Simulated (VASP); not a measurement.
# CdS (F-43m) in VASP: a series of runs, part 3 of 3

VASP 6.6.1. Earlier steps stand in the parts before.

### 5 Single point, r2SCAN (strain +0.080 along x and y, -0.080 along z, atoms carried along)

POSCAR

```
CdS
1.0
    0.0000000000      3.1428000000      2.6772000000
    3.1428000000      0.0000000000      2.6772000000
    3.1428000000      3.1428000000      0.0000000000
Cd S
1 1
Direct
    0.0000000000      0.0000000000      0.0000000000
    0.7500000000      0.7500000000      0.7500000000
```

INCAR.step1

```
PREC = Accurate
ENCUT = 520
ISMEAR = 0
SIGMA = 0.05
LREAL = F
LASPH = T
NELM = 100
NBANDS = 16
GGA = PE
ALGO = Normal
EDIFF = 1E-4
LWAVE = T
LCHARG = F
```

INCAR.step2

```
PREC = Accurate
ENCUT = 520
EDIFF = 1E-7
ISMEAR = 0
SIGMA = 0.05
LREAL = F
LASPH = T
NELM = 100
ALGO = Normal
ISIF = 2
LWAVE = F
LCHARG = F
METAGGA = R2SCAN
LMIXTAU = T
NBANDS = 16
ISTART = 1
```

KPOINTS

```
regular mesh
0
Gamma
  8 8 8
```

Potentials or basis: VASP PAW PBE potentials, release 64 (Cd, S).

Command:

```
$ cat potpaw_PBE.64/Cd/POTCAR potpaw_PBE.64/S/POTCAR > POTCAR
$ cp INCAR.step1 INCAR
$ mpirun -np 1 vasp_std > vasp.out
$ cp INCAR.step2 INCAR
$ mpirun -np 1 vasp_std > vasp.out
```

OUTCAR:

```text
PREC = Accurate
   ENCUT = 520
   EDIFF = 1E-7
   ISMEAR = 0
   LREAL = F
   LASPH = T
   NELM = 100
   ISIF = 2
   METAGGA = R2SCAN
   ISTART = 1

 ion  position               nearest neighbor table
   1  0.000  0.000  0.000-   2 2.59   2 2.59   2 2.59   2 2.59
   2  0.750  0.750  0.750-   1 2.59   1 2.59   1 2.59   1 2.59

  LATTYP: Found a body centered tetragonal cell.
 ALAT       =     4.4445903838
 C/A-ratio  =     1.2047004420

  Lattice vectors:

 A1 = (   0.0000000000,  -3.1428000000,  -2.6772000000)
 A2 = (   0.0000000000,   3.1428000000,  -2.6772000000)
 A3 = (   3.1428000000,   0.0000000000,   2.6772000000)

Analysis of symmetry for initial positions (statically):
=====================================================================
 Subroutine PRICEL returns:
 Original cell was already a primitive cell.

 Routine SETGRP: Setting up the symmetry group for a
 body centered tetragonal supercell.

 Subroutine GETGRP returns: Found  8 space group operations
 (whereof  8 operations were pure point group operations)
 out of a pool of 16 trial point group operations.

The static configuration has the point symmetry D_2d.

Analysis of symmetry for dynamics (positions and initial velocities):
=====================================================================
 Subroutine PRICEL returns:
 Original cell was already a primitive cell.

 Routine SETGRP: Setting up the symmetry group for a
 body centered tetragonal supercell.

 Subroutine GETGRP returns: Found  8 space group operations
 (whereof  8 operations were pure point group operations)
 out of a pool of 16 trial point group operations.

The dynamic configuration has the point symmetry D_2d.

 Subroutine INISYM returns: Found  8 space group operations
 (whereof  8 operations are pure point group operations),
 and found     1 'primitive' translations

----------------------------------------------------------------------------------------

                                     Primitive cell

  volume of cell :      52.8864

  direct lattice vectors                    reciprocal lattice vectors
     0.000000000  3.142800000  2.677200000    -0.159093802  0.159093802  0.186762289
     3.142800000  0.000000000  2.677200000     0.159093802 -0.159093802  0.186762289
     3.142800000  3.142800000  0.000000000     0.159093802  0.159093802 -0.186762289

  length of vectors
     4.128509620  4.128509620  4.444590384     0.292406956  0.292406956  0.292406956

  position of ions in fractional coordinates (direct lattice)
     0.000000000  0.000000000  0.000000000
     0.750000000  0.750000000  0.750000000

  ion indices of the primitive-cell ions
   primitive index   ion index
                 1           1
                 2           2

----------------------------------------------------------------------------------------

 KPOINTS: regular mesh

Automatic generation of k-mesh.
 Grid dimensions read from file:
 generate k-points for:    8    8    8

 Generating k-lattice:

  Cartesian coordinates                     Fractional coordinates (reciprocal lattice)
    -0.019886725  0.019886725  0.023345286     0.125000000 -0.000000000  0.000000000
     0.019886725 -0.019886725  0.023345286    -0.000000000  0.125000000  0.000000000
     0.019886725  0.019886725 -0.023345286     0.000000000  0.000000000  0.125000000

  Length of vectors
     0.036550870  0.036550870  0.036550870

  Shift w.r.t. Gamma in fractional coordinates (k-lattice)
     0.000000000  0.000000000  0.000000000

 Subroutine IBZKPT returns following result:
 ===========================================

 Found     59 irreducible k-points:

 Following reciprocal coordinates:
            Coordinates               Weight
  0.000000  0.000000  0.000000      1.000000
  0.125000  0.000000  0.000000      8.000000
  0.250000  0.000000  0.000000      8.000000
  0.375000  0.000000  0.000000      8.000000
  0.500000  0.000000  0.000000      4.000000
  0.125000  0.125000  0.000000      2.000000
[... 16 lines left out ...]
  0.250000  0.000000  0.125000     16.000000
  0.375000  0.000000  0.125000     16.000000
 [... further k-points ...]
   k-points           NKPTS =     59   k-points in BZ     NKDIM =     59   number of bands    NBANDS=     16
   number of dos      NEDOS =    301   number of ions     NIONS =      2
   total plane-waves  NPLWV =  36864
   dimension x,y,z NGX =    32 NGY =   32 NGZ =   36
   dimension x,y,z NGXF=    64 NGYF=   64 NGZF=   72
   ions per type =               1   1
   NGX,Y,Z   is equivalent  to a cutoff of  12.89, 12.89, 13.47 a.u.
   NGXF,Y,Z  is equivalent  to a cutoff of  25.77, 25.77, 26.93 a.u.
 SYSTEM =  unknown system
   PREC   = accura    normal or accurate (medium, high low for compatibility)
   ISTART =      1    job   : 0-new  1-cont  2-samecut
   ICHARG =      0    charge: 1-file 2-atom 10-const
   ISPIN  =      1    spin polarized calculation?
   LNONCOLLINEAR =      F non collinear calculations
   LSORBIT =      F    spin-orbit coupling
   LASPH  =      T    aspherical Exc in radial PAW
   ENCUT  =  520.0 eV  38.22 Ry    6.18 a.u.   7.68  7.68  8.26*2*pi/ulx,y,z
   NELM   =    100;   NELMIN=  2; NELMDL=  0     # of ELM steps
   EDIFF  = 0.1E-06   stopping-criterion for ELM
   LREAL  =      F    real-space projection
   EDIFFG = 0.1E-05   stopping-criterion for IOM
   NSW    =      0    number of steps for IOM
   IBRION =     -1    ionic relax: 0-MD 1-quasi-New 2-CG
   NFREE  =      0    steps in history (QN), initial steepest desc. (CG)
   ISIF   =      2    stress and relaxation
   ISYM   =      2    0-nonsym 1-usesym 2-fastsym
   POTIM  = 0.5000    time-step for ionic-motion
   TEBEG  =    0.0;   TEEND  =   0.0 temperature during run
   PSTRESS=    0.0 pullay stress
   NELECT =      18.0000    total number of electrons
   NUPDOWN=      -1.0000    fix difference up-down
   EMIN   =  10.00;   EMAX   =-10.00  energy-range for DOS
   EFERMI =   0.00;   METHOD = LEGACY
   ISMEAR =     0;   SIGMA  =   0.05  broadening in eV -4-tet -1-fermi 0-gaus
   EFERMI_NEDOS =   21; number of points for ismear=-14 and -15
   IALGO  =     38    algorithm
   IMIX   =      4    mixing-type and parameters
     AMIX     =   0.40;   BMIX     =  1.00
     AMIX_MAG =   1.60;   BMIX_MAG =  1.00
  volume/ion in A,a.u.               =      26.44       178.45
  Fermi-wavevector in a.u.,A,eV,Ry     =   1.143012  2.159980 17.775700  1.306477
  Thomas-Fermi vector in A             =   2.279709
   LORBIT       =      0    0 simple, 1 ext, 2 COOP (PROOUT), +10 PAW based schemes
   METAGGA = R2SCAN    functional components
   LHFCALC =     F    Hartree Fock is set to
   AEXX    =    0.0000 exact exchange contribution
   IVDW    =     0    specifies the selected vdW correction
   LEPSILON=     F    determine dielectric tensor
   LRPA    =     F    only Hartree local field effects (RPA)
 non-spin polarized calculation
 Gauss-broadening in eV      SIGMA  =   0.05
  energy-cutoff  :      520.00
  volume of cell :       52.89
 maximum number of plane-waves:      1442
   NGX = 15   NGY = 15   NGZ = 17

 number of electron      18.0000000 magnetization

 Free energy of the ion-electron system (eV)
  ---------------------------------------------------
  ext. energy  EPLUGINS =         0.00000000
  ---------------------------------------------------
  free energy    TOTEN  =       -29.62682032 eV

  energy without entropy =      -29.62682032  energy(sigma->0) =      -29.62682032

 E-fermi :   0.9203     XC(G=0):  -9.4369

 val. band max:        0.7150639576   @ k =   0.0000   0.0000   0.0000
 cond. band min:       1.8988472565   @ k =   0.0000   0.0000   0.0000
 fundamental gap:      1.1837832989
 Fermi energy:         0.9203312353

 k-point     1 :       0.0000    0.0000    0.0000
  band No.  band energies     occupation
      1     -11.9260      2.00000
      2      -7.2453      2.00000
      3      -7.2453      2.00000
      4      -7.1761      2.00000
      5      -6.8522      2.00000
      6      -6.8143      2.00000
[... 8 lines left out ...]
     15      11.8783      0.00000
     16      12.7806      0.00000
[... 419 lines left out ...]
 k-point    24 :       0.3750    0.0000    0.1250
  band No.  band energies     occupation
      1     -11.6125      2.00000
      2      -7.1638      2.00000
      3      -7.0768      2.00000
      4      -6.8687      2.00000
      5      -6.8433      2.00000
      6      -6.7379      2.00000
[... 8 lines left out ...]
     15      12.2711      0.00000
     16      13.7672      0.00000

 [... further k-points ...]

------------------------ aborting loop because EDIFF is reached ----------------------------------------

  FORCE on cell =-STRESS in cart. coord.  units (eV):
  Direction    XX          YY          ZZ          XY          YZ          ZX
  --------------------------------------------------------------------------------------
  -------------------------------------------------------------------------------------
  Total       -1.1447880     -1.1447880     -0.3313139      0.0000000      0.0000000      0.0000000
  in kB      -34.6809787    -34.6809787    -10.0370456      0.0000000      0.0000000      0.0000000
  external PRESSURE =     -26.4663343 kB  Pullay stress =       0.0000000 kB

 VOLUME and BASIS-vectors are now :
 -----------------------------------------------------------------------------
  energy-cutoff  :      520.00
  volume of cell :       52.89
      direct lattice vectors                 reciprocal lattice vectors
     0.000000000  3.142800000  2.677200000    -0.159093802  0.159093802  0.186762289
     3.142800000  0.000000000  2.677200000     0.159093802 -0.159093802  0.186762289
     3.142800000  3.142800000  0.000000000     0.159093802  0.159093802 -0.186762289

 POSITION                                       TOTAL-FORCE (eV/Angst)
 -----------------------------------------------------------------------------------
      0.00000      0.00000      0.00000         0.000000      0.000000      0.000000
      4.71420      4.71420      4.01580        -0.000000     -0.000000     -0.000000
 -----------------------------------------------------------------------------------
    total drift:                               -0.000051     -0.000051     -0.000075

  FREE ENERGIE OF THE ION-ELECTRON SYSTEM (eV)
  ---------------------------------------------------
  free  energy   TOTEN  =       -29.6268203193 eV

  energy  without entropy=      -29.6268203193  energy(sigma->0) =      -29.62682032
```

OUTCAR.step1:

```text
PREC = Accurate
   ENCUT = 520
   ISMEAR = 0
   LREAL = F
   LASPH = T
[... 678 lines left out ...]
 -----------------------------------------------------------------------------------
      0.00000      0.00000      0.00000         0.000000     -0.000000      0.000000
      4.71420      4.71420      4.01580        -0.000000      0.000000     -0.000000
 -----------------------------------------------------------------------------------
    total drift:                               -0.000001     -0.000001     -0.000001

  FREE ENERGIE OF THE ION-ELECTRON SYSTEM (eV)
  ---------------------------------------------------
  free  energy   TOTEN  =        -6.0995003474 eV

  energy  without entropy=       -6.0995003474  energy(sigma->0) =       -6.09950035
```

Wall time 2.1 min (1 thread of Intel Xeon Platinum 8488C (Sapphire Rapids), shared host); peak memory 0.22 GiB.

What came out:

| Property | Result |
| --- | --- |
| Free energy | -29.6268 eV |
| Pressure | -2.6 GPa |
| Band gap on the k mesh | 1.18 eV, direct |

Levels at points of the mesh, in eV from the valence-band top:
```csv
k point,band 7,band 8,band 9,band 10,band 11,band 12
"(0.00, 0.00, 0.00)",-0.35,-0.35,0.00,1.18,7.01,7.04
"(0.50, 0.00, 0.00)",-4.20,-1.14,-0.61,2.98,6.74,7.47
"(0.50, 0.50, 0.00)",-3.24,-2.26,-2.26,3.53,3.53,10.33
"(0.50, 0.00, 0.50)",-4.12,-1.74,-1.49,3.96,4.96,8.72
```

Caveat: the PAW data sets were made with another functional, which shifts forces and pressure a little.

### 6 Overview

```tsv
cell	gap on the mesh (eV)	pressure (GPa)
strain -0.080 along x and y, -0.080 along z, atoms carried along	2.12	32.7
strain +0.080 along x and y, +0.000 along z, atoms carried along	1.11	-5.6
strain -0.080 along x and y, +0.080 along z, atoms carried along	1.54	8.9
strain +0.080 along x and y, -0.080 along z, atoms carried along	1.18	-2.6
```

Alike in all rows: task single point; level r2SCAN; potentials or basis VASP PAW PBE potentials, release 64 (Cd, S); no spin polarisation; k mesh 8 × 8 × 8; cutoff (eV) 520; smearing gaussian 0.05 eV.

Caveats: the PAW data sets were made with another functional, which shifts forces and pressure a little (some runs); so large a pressure means that the cell lies far from this level's equilibrium, or that cutoff or potentials fall short (some runs); the potentials were made for another functional, which shifts forces and pressure (some runs).

Absolute energies hang on the potentials; compare differences alone.
